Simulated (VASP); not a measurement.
Wanted: the native input for a VASP 6.6.1 run.

- Task: single point
- Functional: PBE
- Potentials or basis: VASP PAW PBE potentials, release 64 (La)
- Cutoff: 520 eV
- k mesh: 6 × 6 × 6
- Occupations: gaussian, width 0.05 eV
- Spin: no spin polarisation
- Dipole correction: no
- Further INCAR settings: ALGO = Fast; EDIFF = 1e-06; NBANDS = 12

The structure of La lies in POSCAR:

```
La
1.0
   -2.1053195634      2.1053195634      2.1053195634
    2.1053195634     -2.1053195634      2.1053195634
    2.1053195634      2.1053195634     -2.1053195634
La
1
Direct
    0.0000000000      0.0000000000      0.0000000000
```

The cell was built by a generator and needn't be a form met in nature.

The input as run:

INCAR

```
SYSTEM = La
PREC     = Accurate       ! precision mode
ENCUT    = 520            ! plane-wave cutoff, eV
EDIFF    = 1E-6           ! SCF threshold, eV
ISMEAR   = 0              ! smearing method
SIGMA    = 0.05           ! smearing width, eV
LREAL    = .FALSE.        ! projectors in reciprocal space
LASPH    = .TRUE.         ! aspherical terms in the spheres
NELM     = 80             ! most SCF steps
ALGO     = Fast           ! electronic algorithm
ISIF     = 2              ! what is computed and relaxed
LWAVE    = .FALSE.        ! write WAVECAR
LCHARG   = .FALSE.        ! write CHGCAR
GGA      = PE             ! functional
NBANDS   = 12             ! bands
```

KPOINTS

```
regular mesh
0
G
  6 6 6
  0 0 0
```

Potentials or basis: VASP PAW PBE potentials, release 64 (La).

Command:

```console
$ cat potpaw_PBE.64/La/POTCAR > POTCAR
$ mpirun -np 1 vasp_std > vasp.out
```

It gave:

The pressure is 1.3 GPa. The band gap on the k mesh is none (metal or under the smearing width).

It took 57 s on 1 thread of AMD EPYC 7571 (shared host), peak memory 0.13 GiB.
